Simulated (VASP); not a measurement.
BAs:

```
CELL_PARAMETERS angstrom
0.00000 2.38850 2.38850
2.38850 0.00000 2.38850
2.38850 2.38850 0.00000
ATOMIC_POSITIONS crystal
B 0.00000 0.00000 0.00000
As 0.25000 0.25000 0.25000
```

| Quantity | Value |
| --- | --- |
| Program | VASP 6.6.1 |
| Task | relaxation of cell and atoms |
| Functional | PBE |
| Potentials or basis | VASP PAW PBE potentials, release 64 (B, As) |
| Cutoff | 600 eV |
| k mesh | 8 × 8 × 8 |
| Occupations | fermi-dirac, width 0.02 eV |
| Spin | no spin polarisation |

At the start: pressure 3.4 GPa; volume 13.63 Å³/atom.

Question: Where does the relaxation end?

Answer: Over 3 steps the energy falls by 3.5 meV/atom and the volume is 13.97 Å³/atom (+2.5 %); space group F-43m (No. 216, to 0.05 Å).

Step by step:
| step | energy change (eV) | largest force (eV/Å) | pressure (GPa) | volume (Å³) |
| --- | --- | --- | --- | --- |
| 1 | 0.0000 | 0.0000 | 3.41 | 27.25 |
| 2 | -0.0037 | 0.0000 | -2.18 | 28.41 |
| 3 | -0.0071 | 0.0000 | 0.01 | 27.93 |

Final structure:
```yaml
crystal:
  lattice:
    - [0.00000, 2.40817, 2.40817]
    - [2.40817, 0.00000, 2.40817]
    - [2.40817, 2.40817, 0.00000]
  atoms:
    - { symbol: B, position: [0.00000, 0.00000, 0.00000] }
    - { symbol: As, position: [0.25000, 0.25000, 0.25000] }
```
